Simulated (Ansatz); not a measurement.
**Nb, omega (AlB2-type): geometry optimisation**

Method: DFT, PBE, plane waves (420 eV) with PAW, scalar-relativistic in Ansatz 0.2.0.

k-point mesh 8×8×11, Fermi-Dirac smearing 0.05 eV, starting moments 1.00 ×3 μB. Cell and atoms relax.

Starting structure:

```yaml
crystal:
  lattice:
    - [4.665877109, 0.0, 0.0]
    - [-2.3329385545, 4.0407681073, 0.0]
    - [0.0, 0.0, 2.8601826678]
  atoms:
    - { symbol: Nb, position: [0.0, 0.0, 0.0], spin: 1.0 }
    - { symbol: Nb, position: [0.3333333333, 0.6666666667, 0.5], spin: 1.0 }
    - { symbol: Nb, position: [0.6666666667, 0.3333333333, 0.5], spin: 1.0 }
hamiltonian:
  xc: pbe
  pseudopotentials:
    kind: paw
    azcp:
      Nb: "pseudopotentials/Nb.paw.azcp"
basis:
  ecutwfc: 420
  fft_grid_basis: typed
kpoints:
  mp_grid: { grid: [8, 8, 11], shift: [0, 0, 0] }
magnetization:
  spin_polarized: true
scf:
  occupations: { method: fermi_dirac, width: 0.05 }
relax:
  max_steps: 60
  f_tol: 0.01
  cell: {}
```

Task: The pressure at the start is 5.1 GPa. By how much does the volume change?

Result: From 17.98 to 18.47 Å³ per atom, 2.8 %. The final cell has a = 4.880 Å, c = 2.687 Å (c/a = 0.551).

Task: How much energy does the relaxation gain?

Result: 111.3 meV per atom.

Task: Which magnetic state does it end in?

Result: non-magnetic.
